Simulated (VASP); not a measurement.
# Al₁₁Cu₆: nudged elastic band

Al₁₁Cu₆, defect, 17 atoms in the cell. PBE, nudged elastic band; PAW potentials Cu, Al (PBE set).

Path: a Al atom hops into a neighbouring Al vacancy; Moving images: 3.

## Input

INCAR.step1:
```
  ALGO = Normal
  EDIFF = 1E-6
  EDIFFG = -0.02
  ENCUT = 300
  IBRION = 2
  ISIF = 2
  ISMEAR = 1
  KPAR = 6
  LASPH = True
  LCHARG = False
  LREAL = False
  LWAVE = False
  NELM = 100
  NSW = 100
  POTIM = 0.5
  PREC = Normal
  SIGMA = 0.1
```

INCAR.step3, as INCAR.step1 but for:
```
- EDIFFG = -0.02
- IBRION = 2
- ISIF = 2
- KPAR = 6
- POTIM = 0.5
+ EDIFFG = -0.05
+ IBRION = 1
+ IMAGES = 3
+ KPAR = 2
+ POTIM = 0.3
+ SPRING = -5
```

KPOINTS:
```
k-points
0
Gamma
  5 5 2
```

00/POSCAR:
```
Al11Cu6
1.0
    4.0606750000      0.0000000000      0.0000000000
    0.0000000000      4.0606750000      0.0000000000
    0.0000000000      0.0000000000     17.1065640000
Cu Al
6 11
Direct
    0.0000000000      0.0000000000      0.1615282932
    0.0000000000      0.0000000000      0.4987223291
    0.0000000000      0.0000000000      0.8378297701
    0.5000000000      0.5000000000      0.0051383735
    0.5000000000      0.5000000000      0.3288368965
    0.5000000000      0.5000000000      0.6679443376
    0.5000000000      0.0000000000      0.4138477571
    0.5000000000      0.0000000000      0.7528189096
    0.0000000000      0.5000000000      0.0833333333
    0.0000000000      0.5000000000      0.4140214552
    0.0000000000      0.5000000000      0.7526452115
    0.0000000000      0.5000000000      0.2442914202
    0.0000000000      0.5000000000      0.5833333333
    0.0000000000      0.5000000000      0.9223752465
    0.5000000000      0.0000000000      0.2448517317
    0.5000000000      0.0000000000      0.5833333333
    0.5000000000      0.0000000000      0.9218149350
```

01/POSCAR:
```
Al11Cu6
1.0
    4.0606750000      0.0000000000      0.0000000000
    0.0000000000      4.0606750000      0.0000000000
    0.0000000000      0.0000000000     17.1065640000
Cu Al
6 11
Direct
    0.0000737350     -0.0000499111      0.1634517338
    0.0000075252      0.0000250049      0.5005665915
   -0.0000025297     -0.0000124452      0.8396419196
    0.4999905473      0.4999965760      0.0074930255
    0.5000078848      0.5000252598      0.3318361257
    0.5000076434      0.5000057904      0.6699056905
    0.5000139319      0.0000188310      0.4159192902
    0.4999973097     -0.0000134413      0.7547584891
   -0.0000093667      0.4999773873      0.0871263588
    0.0000067376      0.5000258060      0.4159795210
   -0.0000094284      0.4999876645      0.7546283878
    0.0000341620      0.5000397893      0.2487808703
    0.0000077167      0.5000043340      0.5853363793
   -0.0000077374      0.4999634197      0.9241826380
    0.4998875007      0.0000056088      0.2079244575
    0.5000036011      0.0000060461      0.5852811546
    0.4999907667     -0.0000057201      0.9238540337
```

02/POSCAR:
```
Al11Cu6
1.0
    4.0606750000      0.0000000000      0.0000000000
    0.0000000000      4.0606750000      0.0000000000
    0.0000000000      0.0000000000     17.1065640000
Cu Al
6 11
Direct
   -0.0001811465     -0.0001645569      0.1715997727
    0.0000044146      0.0000094168      0.5020373837
   -0.0000106731      0.0000101488      0.8411067199
    0.4999891581      0.5000077665      0.0093639768
    0.5000055712      0.5000062978      0.3337840497
    0.4999961442      0.4999390599      0.6714851021
    0.5000051791      0.0000102697      0.4176119855
    0.4999927319      0.0000126009      0.7563072774
   -0.0000288482      0.5000489402      0.0905400850
    0.0000038679      0.5000096852      0.4174947124
    0.0000145616      0.5000046338      0.7562126595
    0.0000051664      0.5000494736      0.2526184591
   -0.0000039616      0.5000042219      0.5869257647
   -0.0000121457      0.5000099563      0.9256511195
    0.5002271461      0.0000519608      0.1715627892
    0.5000043867     -0.0000197403      0.5868310538
    0.4999884472      0.0000098650      0.9255337556
```

03/POSCAR:
```
Al11Cu6
1.0
    4.0606750000      0.0000000000      0.0000000000
    0.0000000000      4.0606750000      0.0000000000
    0.0000000000      0.0000000000     17.1065640000
Cu Al
6 11
Direct
   -0.0000701136      0.0000449997      0.1796844999
    0.0000022718      0.0000125713      0.5034935115
   -0.0000075528     -0.0000240649      0.8425694302
    0.4999923230      0.4999770444      0.0113015639
    0.5000084402      0.5000041927      0.3356429025
    0.4999925651      0.4999924545      0.6732204809
    0.5000078492      0.0000046286      0.4192820251
    0.4999963539     -0.0000079419      0.7578542639
   -0.0000345327      0.4999544058      0.0943548727
    0.0000070560      0.5000374430      0.4189527573
   -0.0000075143      0.4999961330      0.7577988953
    0.0000079833      0.5000203556      0.2560094446
    0.0000081681      0.5000125544      0.5885065515
   -0.0000066663      0.4999750324      0.9271568321
    0.5001155697      0.0000063153      0.1352439689
    0.5000024160      0.0000115593      0.5883765467
    0.4999853832     -0.0000176830      0.9272181197
```

04/POSCAR:
```
Al11Cu6
1.0
    4.0606750000      0.0000000000      0.0000000000
    0.0000000000      4.0606750000      0.0000000000
    0.0000000000      0.0000000000     17.1065640000
Cu Al
6 11
Direct
    0.0000000000      0.0000000000      0.1816098499
    0.0000000000      0.0000000000      0.5053066361
    0.0000000000      0.0000000000      0.8444150753
    0.5000000000      0.5000000000      0.0143012070
    0.5000000000      0.5000000000      0.3379979932
    0.5000000000      0.5000000000      0.6751927679
    0.5000000000      0.0000000000      0.4213219127
    0.5000000000      0.0000000000      0.7598039216
    0.0000000000      0.5000000000      0.0988469459
    0.0000000000      0.5000000000      0.4207608973
    0.0000000000      0.5000000000      0.7598039216
    0.0000000000      0.5000000000      0.2598039216
    0.0000000000      0.5000000000      0.5904913542
    0.0000000000      0.5000000000      0.9291164889
    0.5000000000      0.0000000000      0.0982859305
    0.5000000000      0.0000000000      0.5903177263
    0.5000000000      0.0000000000      0.9292901168
```

POSCAR.step1:
```
Al11Cu6
1.0
    4.0606750000      0.0000000000      0.0000000000
    0.0000000000      4.0606750000      0.0000000000
    0.0000000000      0.0000000000     17.1065640000
Cu Al
6 11
Direct
    0.0000000000      0.0000000000      0.1666666667
    0.0000000000      0.0000000000      0.5000000000
    0.0000000000      0.0000000000      0.8333333333
    0.5000000000      0.5000000000      0.0000000000
    0.5000000000      0.5000000000      0.3333333333
    0.5000000000      0.5000000000      0.6666666667
    0.5000000000      0.0000000000      0.4166666667
    0.5000000000      0.0000000000      0.7500000000
    0.0000000000      0.5000000000      0.0833333333
    0.0000000000      0.5000000000      0.4166666667
    0.0000000000      0.5000000000      0.7500000000
    0.0000000000      0.5000000000      0.2500000000
    0.0000000000      0.5000000000      0.5833333333
    0.0000000000      0.5000000000      0.9166666667
    0.5000000000      0.0000000000      0.2500000000
    0.5000000000      0.0000000000      0.5833333333
    0.5000000000      0.0000000000      0.9166666667
```

POSCAR.step2:
```
Al11Cu6
1.0
    4.0606750000      0.0000000000      0.0000000000
    0.0000000000      4.0606750000      0.0000000000
    0.0000000000      0.0000000000     17.1065640000
Cu Al
6 11
Direct
    0.0000000000      0.0000000000      0.1666666667
    0.0000000000      0.0000000000      0.5000000000
    0.0000000000      0.0000000000      0.8333333333
    0.5000000000      0.5000000000      0.0000000000
    0.5000000000      0.5000000000      0.3333333333
    0.5000000000      0.5000000000      0.6666666667
    0.5000000000      0.0000000000      0.4166666667
    0.5000000000      0.0000000000      0.7500000000
    0.0000000000      0.5000000000      0.0833333333
    0.0000000000      0.5000000000      0.4166666667
    0.0000000000      0.5000000000      0.7500000000
    0.0000000000      0.5000000000      0.2500000000
    0.0000000000      0.5000000000      0.5833333333
    0.0000000000      0.5000000000      0.9166666667
    0.5000000000      0.0000000000      0.0833333333
    0.5000000000      0.0000000000      0.5833333333
    0.5000000000      0.0000000000      0.9166666667
```

Commands (each step's output is kept before the next begins):
```
cat potpaw_PBE.64/Cu/POTCAR potpaw_PBE.64/Al/POTCAR > POTCAR
cp INCAR.step1 INCAR
cp POSCAR.step1 POSCAR
mpirun -np 6 vasp_std > vasp.out
cp POSCAR.step2 POSCAR
mpirun -np 6 vasp_std > vasp.out
# 00 and 04 hold the relaxed ends; the images between are interpolated (pair-distance (IDPP))
cp INCAR.step3 INCAR
mpirun -np 6 vasp_std > vasp.out
```

## Result

- Barrier (eV): 1.655
- Barrier of the reverse step (eV): 1.655
- Energy of the second end over the first (eV): 0.000
- Top of the path (share of its length): 0.50
- Length of the path (Å): 3.00
- Steps of the band: 22
- Ionic steps, all stages: 42
- Electronic steps, all stages: 697

Energy along the relaxed band:

| Image | Distance along the path (Å) | Energy above the first end (eV) | Slope along the path (eV/Å) | Largest force across the path (eV/Å) |
|---|---|---|---|---|
| 0 | 0.000 | 0.000 | relaxed end |  |
| 1 | 0.751 | 0.598 | 1.573 | 0.023 |
| 2 | 1.502 | 1.655 | -0.001 | 0.047 |
| 3 | 2.253 | 0.597 | -1.574 | 0.023 |
| 4 | 3.003 | -0.000 | relaxed end |  |

The cell is CuAl2 (18 atoms) with one Al atom missing.

The two ends have the same energy within 0.01 eV.

Limits: the cell holds 17 atoms, so the vacancy or interstitial meets its own images and the barrier isn't that of a lone defect; the atom stays on the straight, symmetric line between the sites, so the barrier is an upper bound: a way around it wasn't tried.

VASP 6.6.1 took 2341 s on 6 cores (AMD EPYC 7R43 (Zen 3)), a shared host.
